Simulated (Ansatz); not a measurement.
Mg2Si (antifluorite), relaxed with r2SCAN: 4 runs in the plane-wave code Ansatz, each a calculation of independent-particle optics. Space group Fm-3m (No. 225), cubic; conventional cell a = 6.338 Å, 21.22 Å³ an atom. Around Si lie 8 Mg at 2.74 Å; around Mg lie 4 Si at 2.74 Å. (Simulation; spin polarisation is off.)

```
CELL_PARAMETERS angstrom
0.00000 3.16896 3.16896
3.16896 0.00000 3.16896
3.16896 3.16896 0.00000
ATOMIC_POSITIONS crystal
Si 0.00000 0.00000 0.00000
Mg 0.25000 0.25000 0.25000
Mg 0.75000 0.75000 0.75000
```

On meshes this coarse, single peaks can be features of the mesh. No local fields, no excitons; the zone sum runs over the cells of the mesh, and ε∞ includes the bands left out of the spectrum. Up to four peaks are listed, those above 15 % of the tallest and inside the complete range; the four can differ from row to row. Rows marked drawn have settings drawn at random (some not listed).

```csv
functional,k mesh,broadening (eV),scissors (eV),range (eV),settings,direct gap on the mesh before scissors (eV),ε∞ xx,ε∞ yy,ε∞ zz,complete up to (eV),tallest peaks of mean ε₂ (eV)
r2SCAN,6×6×6,0.1,0.00,0–12,chosen,2.48,13.40,13.40,13.40,12.0,3.05 3.55
PBE,6×6×6,0.1,0.66 (to HSE06),0–12,chosen,1.91,13.74,13.74,13.74,12.0,3.30 3.90
LDA,4×4×4,0.05,0.30,0–15,drawn,1.75,16.34,16.34,16.34,15.0,2.85 3.45
```

Question: Estimate from these rows what the further settings give.
```
functional  k mesh  broadening (eV)  scissors (eV)  range (eV)  settings
       PBE   6×6×6              0.1           0.00        0–12    chosen
```

Answer:
```csv
functional,k mesh,broadening (eV),scissors (eV),range (eV),settings,direct gap on the mesh before scissors (eV),ε∞ xx,ε∞ yy,ε∞ zz,complete up to (eV),tallest peaks of mean ε₂ (eV)
PBE,6×6×6,0.1,0.00,0–12,chosen,1.91,16.65,16.65,16.65,12.0,2.65 3.25
```

The fundamental gap is indirect (0.20 eV with PBE on 6×6×6); the table holds the direct one.
